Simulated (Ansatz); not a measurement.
## What strain does to SiO₂ (rutile)

SiO₂ (rutile), relaxed with r2SCAN in Ansatz 0.2.0. Space group P4_2/mnm (No. 136), tetragonal; conventional cell a = 4.185 Å, c = 2.669 Å, 7.79 Å³ an atom. Around Si lie 6 O at 1.76–1.81 Å; around O lie 3 Si at 1.76–1.81 Å.

The axes x, y and z are those of this cell:
```
Si O
1.0
     4.18519    0.00000    0.00000
     0.00000    4.18519    0.00000
     0.00000    0.00000    2.66884
Si O
2 4
Direct
  0.00000 0.00000 0.00000
  0.50000 0.50000 0.50000
  0.30610 0.30610 0.00000
  0.19390 0.80610 0.50000
  0.80610 0.19390 0.50000
  0.69390 0.69390 0.00000
```

Unstrained: PBE gives a direct gap of 5.555 eV at Γ. With r2SCAN the gap is 6.512 eV and direct, at Γ. With HSE06 the gap is 7.661 eV and direct, at Γ. Meshes: PBE 6×6×10, r2SCAN 6×6×10, HSE06 4×4×6. Strains are changes of length per length. After each strain the atoms were relaxed again with r2SCAN within the symmetry that the strain leaves, so tilts or polar shifts that break it weren't tested; points keep the names that they have in the unstrained zone. (Simulation; spin polarisation is off.)

Changes of the least gap in eV (an overlap counts as a negative gap):

| strain | volume change (%) | space group | PBE | r2SCAN | HSE06 | energy rise, r2SCAN (meV/atom) |
| --- | --- | --- | --- | --- | --- | --- |
| isotropic -4.0 % on every length | -11.5 | P4_2/mnm | +1.644 | +1.663 | +1.551 | 127.3 |
| isotropic -3.0 % on every length | -8.7 | P4_2/mnm | +1.545 | +1.556 | +1.450 | 69.2 |
| isotropic -2.0 % on every length | -5.9 | P4_2/mnm | +1.037 | +1.081 | +1.104 | 29.7 |
| isotropic -1.0 % on every length | -3.0 | P4_2/mnm | +0.507 | +0.528 | +0.540 | 7.2 |
| isotropic +1.0 % on every length | +3.0 | P4_2/mnm | -0.481 | -0.503 | -0.516 | 6.7 |
| isotropic +2.0 % on every length | +6.1 | P4_2/mnm | -0.938 | -0.981 | -1.006 | 26.0 |
| isotropic +3.0 % on every length | +9.3 | P4_2/mnm | -1.377 | -1.441 | -1.478 | 56.6 |
| isotropic +4.0 % on every length | +12.5 | P4_2/mnm | -1.790 | -1.876 | -1.925 | 97.3 |

Isotropic -4.0 % on every length. HSE06: the gap goes from 7.661 to 9.212 eV (+1.551 eV); with r2SCAN the top three valence levels at Γ, grouped 1+2 from the top over 879 meV, become 1+2 over 1022 meV. Stress change with r2SCAN, compression positive: xx +46.82, yy +46.82, zz +57.96 GPa. For HSE06, dE_g/d ln V = -12.7 eV over this step.

Isotropic -3.0 % on every length. HSE06: the gap goes from 7.661 to 9.111 eV (+1.450 eV); with r2SCAN the top three valence levels at Γ, grouped 1+2 from the top over 879 meV, become 1+2 over 986 meV. Stress change with r2SCAN, compression positive: xx +32.48, yy +32.48, zz +41.04 GPa. For HSE06, dE_g/d ln V = -15.9 eV over this step.

Isotropic -2.0 % on every length. HSE06: the gap goes from 7.661 to 8.765 eV (+1.104 eV); with r2SCAN the top three valence levels at Γ, grouped 1+2 from the top over 879 meV, become 1+2 over 950 meV. Stress change with r2SCAN, compression positive: xx +20.00, yy +20.00, zz +25.84 GPa. For HSE06, dE_g/d ln V = -18.2 eV over this step.

Isotropic -1.0 % on every length. HSE06: the gap goes from 7.661 to 8.201 eV (+0.540 eV); with r2SCAN the top three valence levels at Γ, grouped 1+2 from the top over 879 meV, become 1+2 over 914 meV. Stress change with r2SCAN, compression positive: xx +9.23, yy +9.23, zz +12.22 GPa. For HSE06, dE_g/d ln V = -17.9 eV over this step.

Isotropic +1.0 % on every length. HSE06: the gap goes from 7.661 to 7.145 eV (-0.516 eV); with r2SCAN the top three valence levels at Γ, grouped 1+2 from the top over 879 meV, become 1+2 over 843 meV. Stress change with r2SCAN, compression positive: xx -7.84, yy -7.84, zz -10.97 GPa. For HSE06, dE_g/d ln V = -17.3 eV over this step.

Isotropic +2.0 % on every length. PBE: the gap goes from 5.555 to 4.617 eV (-0.938 eV); least and direct gap lie within 0.04 eV, so its kind isn't settled. HSE06: the gap goes from 7.661 to 6.655 eV (-1.006 eV); with r2SCAN the top three valence levels at Γ, grouped 1+2 from the top over 879 meV, become 1+2 over 807 meV. Stress change with r2SCAN, compression positive: xx -14.39, yy -14.39, zz -20.82 GPa. For HSE06, dE_g/d ln V = -16.9 eV over this step.

Isotropic +3.0 % on every length. HSE06: the gap goes from 7.661 to 6.183 eV (-1.478 eV); with r2SCAN the top three valence levels at Γ, grouped 1+2 from the top over 879 meV, become 1+2 over 773 meV. Stress change with r2SCAN, compression positive: xx -19.93, yy -19.93, zz -29.63 GPa. For HSE06, dE_g/d ln V = -16.7 eV over this step.

Isotropic +4.0 % on every length. HSE06: the gap goes from 7.661 to 5.736 eV (-1.925 eV); with r2SCAN the top three valence levels at Γ, grouped 1+2 from the top over 879 meV, become 1+2 over 737 meV. Stress change with r2SCAN, compression positive: xx -24.37, yy -24.37, zz -37.56 GPa. For HSE06, dE_g/d ln V = -16.4 eV over this step.

The meshes of the hybrids are coarse, so their gaps aren't converged to the digits shown.

The splittings at Γ are without spin-orbit coupling, which regroups them where it is of like size.
